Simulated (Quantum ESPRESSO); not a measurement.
# E(M) of CoO, part 2 of 2

Wanted: E(M) for CoO from a parallel start.

Quantum ESPRESSO 7.5; PBE with U = 2.1 eV on Co d (ortho-atomic projectors); plane waves with GBRV 1.5 PBE potentials, no spin-orbit coupling.

So far, magnetization (μB): step 2 (No moment imposed) 5.99; step 4 (Kohn–Sham states 36, tot magnetization 0.809, fixed moment …) 0.809.

### 5. Moment fixed at 1.617 μB

pw.in reads:

```
&CONTROL
  calculation = 'scf'
  prefix = 'pwscf'
  outdir = './tmp'
  pseudo_dir = './pseudo'
  disk_io = 'nowf'
/
&SYSTEM
  ibrav = 0
  celldm(1) = 8
  nat = 4
  ntyp = 2
  ecutwfc = 40
  ecutrho = 280
  nbnd = 37
  occupations = 'smearing'
  smearing = 'fd'
  degauss = 0.00999582
  nspin = 2
  starting_magnetization(1) = 0.0476
  starting_magnetization(2) = 0
  tot_magnetization = 1.617
/
&ELECTRONS
  conv_thr = 8d-09
  electron_maxstep = 150
  mixing_beta = 0.3
  diagonalization = 'cg'
/
ATOMIC_SPECIES
Co     58.9332 co_pbe_v1.2.uspp.F.UPF
O      15.9990 o_pbe_v1.2.uspp.F.UPF
CELL_PARAMETERS alat
   0.7553343373488    0.0000000000000    0.0000000000000
  -0.3776671686862    0.6541387245008    0.0000000000000
   0.0000000000000    0.0000000000000    1.2351036671339
ATOMIC_POSITIONS crystal
Co      0.0000000000    0.0000000000    0.0034741400
Co      0.3333333300    0.6666666700    0.5033624100
O       0.0000000000    0.0000000000    0.3716088500
O       0.3333333300    0.6666666700    0.8715556000
K_POINTS automatic
8 8 4 0 0 0
HUBBARD {ortho-atomic}
U Co-3d 2.1000
```

Command:

```bash
> OMP_NUM_THREADS=1 mpirun -n 2 pw.x -nk 2 -in pw.in > pw.out
```

What it wrote:

```text
     [... lines left out ...]
Program PWSCF v.7.5 starts
     [... lines left out ...]
     number of atoms/cell      =            4
     [... lines left out ...]
     number of electrons       =        46.00 (up:  23.81, down:  22.19)
     number of Kohn-Sham states=           37
     kinetic-energy cutoff     =      40.0000  Ry
     charge density cutoff     =     280.0000  Ry
     scf convergence threshold =      8.0E-09
     [... lines left out ...]
      6 Sym. Ops. (no inversion) found
     [... lines left out ...]
     number of k points=    35  Fermi-Dirac smearing, width (Ry)=  0.0100
     [... lines left out ...]
     iteration # 46     ecut=    40.00 Ry     beta= 0.30
     [... lines left out ...]
     Magnetic moment per site  (integrated on atomic sphere of radius R)
     atom   1 (R=0.188)  charge= 14.2048  magn=  0.7915
     atom   2 (R=0.188)  charge= 14.2050  magn=  0.7915
     atom   3 (R=0.188)  charge=  5.2528  magn= -0.0342
     atom   4 (R=0.188)  charge=  5.2525  magn= -0.0344
     [... lines left out ...]
     Tr[ns(  1)] (up, down, total) =   4.18786  3.33749  7.52535
     [... lines left out ...]
     Tr[ns(  2)] (up, down, total) =   4.18787  3.33747  7.52534
     [... lines left out ...]
     the spin up/dw Fermi energies are    10.2756   11.1113 ev
!    total energy              =    -661.18320953 Ry
     estimated scf accuracy    <          6.8E-09 Ry
     smearing contrib. (-TS)   =      -0.02541806 Ry
     [... lines left out ...]
     total magnetization       =     1.62 Bohr mag/cell
     absolute magnetization    =     1.84 Bohr mag/cell
     convergence has been achieved in  46 iterations
```

It took 2.4 min on 2 MPI ranks of Arm Neoverse V2, shared host; peak memory 0.3 GiB.

This step gave:

| Quantity | Value |
| --- | --- |
| magnetization | 1.617 μB |
| absolute magnetization | 1.836 μB |
| half the difference of the two Fermi energies | -417.8 meV |
| largest moment | 0.7915 μB |

### 6. What a mistake does

As a test, an input with a fault in it is run.

pw.in reads:

```
&CONTROL
  calculation = 'scf'
  prefix = 'pwscf'
  outdir = './tmp'
  pseudo_dir = './pseudo'
  disk_io = 'nowf'
/
&SYSTEM
  ibrav = 0
  nat = 4
  ntyp = 2
  ecutwfc = 40
  ecutrho = 280
  nbnd = 35
  occupations = 'smearing'
  smearing = 'fd'
  degauss = 0.00999582
  nspin = 2
  starting_magnetization(1) = 0.1765
  starting_magnetization(2) = 0
/
&ELECTRONS
  conv_thr = 8d-09
  electron_maxstep = 50
  mixing_beta = 0.3
  diagonalization = 'cg'
/
ATOMIC_SPECIES
Co     58.9332 co_pbe_v1.2.uspp.F.UPF
O      15.9990 o_pbe_v1.2.uspp.F.UPF
CELL_PARAMETERS angstrom
   3.1976457435    0.0000000000    0.0000000000
  -1.5988228718    2.7692424462    0.0000000000
   0.0000000000    0.0000000000    5.2287097100
ATOMIC_POSITIONS crystal
Co      0.0000000000    0.0000000000    0.0034741400
Co      0.3333333300    0.6666666700    0.5033624100
O       0.0000000000    0.0000000000    0.3716088500
O       0.3333333300    0.6666666700    0.8715556000
K_POINTS automatic
8 8 4 0 0 0
HUBBARD {ortho-atomic}
U Co-6f 5.0
```

What it wrote:

```text
     [... lines left out ...]
Program PWSCF v.7.5 starts
     [... lines left out ...]
     Error in routine determine_hubbard_occ (1):
     Mismatch between the requested and available manifolds
 %%%%%%%%%%%%%%%%%%%%%%%%%%%%%%%%%%%%%%%%%%%%%%%%%%%%%%%%%%%%%%%%%%%%%%%%%%%%%%
     stopping ...
```

It took 0.6 s on 2 MPI ranks; peak memory 0.05 GiB.

The input was rejected at the start.

The program's message: “determine_hubbard_occ (1): Mismatch between the requested and available manifolds”

The fault put into the input: a U on a shell that the file lacks.

### 7. E(M)

The runs not shown differ in the target, the start and the number of states alone. The point at 5.99 μB is the free run, entered with slope zero.

Table of energy over the lowest by total spin moment:

| total spin moment (μB a cell) | energy over the lowest (meV a cell) |
| --- | --- |
| 0.00 | 2794 |
| 0.81 | 2702 |
| 1.62 | 2439 |
| 2.43 | 2051 |
| 3.23 | 1515 |
| 4.04 | 1024 |
| 4.85 | 543 |
| 5.66 | 106 |
| 5.99 | 0 |
| 6.47 | 581 |
| 7.28 | 2395 |
| 8.09 | 4742 |

The dE/dM by total spin moment:

| total spin moment (μB a cell) | dE/dM (meV/μB) |
| --- | --- |
| 0.00 | -0.0338 |
| 0.81 | -225 |
| 1.62 | -418 |
| 2.43 | -518 |
| 3.23 | -612 |
| 4.04 | -598 |
| 4.85 | -587 |
| 5.66 | -448 |
| 5.99 | 0 |
| 6.47 | 1754 |
| 7.28 | 2647 |
| 8.09 | 3097 |

Table of largest site moment by total spin moment:

| total spin moment (μB a cell) | largest site moment (μB) |
| --- | --- |
| 0.00 | 3.4e-5 |
| 0.81 | 0.403 |
| 1.62 | 0.792 |
| 2.43 | 1.16 |
| 3.23 | 1.49 |
| 4.04 | 1.80 |
| 4.85 | 2.07 |
| 5.66 | 2.32 |
| 5.99 | 2.42 |
| 6.47 | 2.51 |
| 7.28 | 2.65 |
| 8.09 | 2.79 |

### 8. Outcome

| Item | Value |
| --- | --- |
| moment of the free run | 5.99 μB a cell |
| energy at zero total moment | 2794 meV a cell over the lowest |

**Reading.** At zero total moment the site moments vanish, so the 2794 meV a cell is the energy of forming them, the change of the Hubbard energy included. The points show one minimum alone. The free run has a whole-number moment, and the slope goes from -448 to 1754 meV/μB between its neighbours: a kink, as where a spin channel has a gap, so no stiffness is given. All runs start parallel; opposed orders may lie lower. Energies are free energies at an electronic temperature of 1580 K, which lowers moments and differences where the moments are itinerant.

[Logs and program files are shortened in this print: banners, set-up blocks, solver, clock and traceback lines can be left out without a mark of their own.]

[Logs are printed without paths, hosts, clocks, repeated set-up lines and the standing remarks that a program may print on its own settings, such as how far it seeks lower states.]

[Hosts, paths, dates, database ids (printed as entryN), source tags and the programs' standing remarks are cut or masked in the printed files.]

[Where a cell is said to come from a database of computed structures, the database is the Materials Project.]
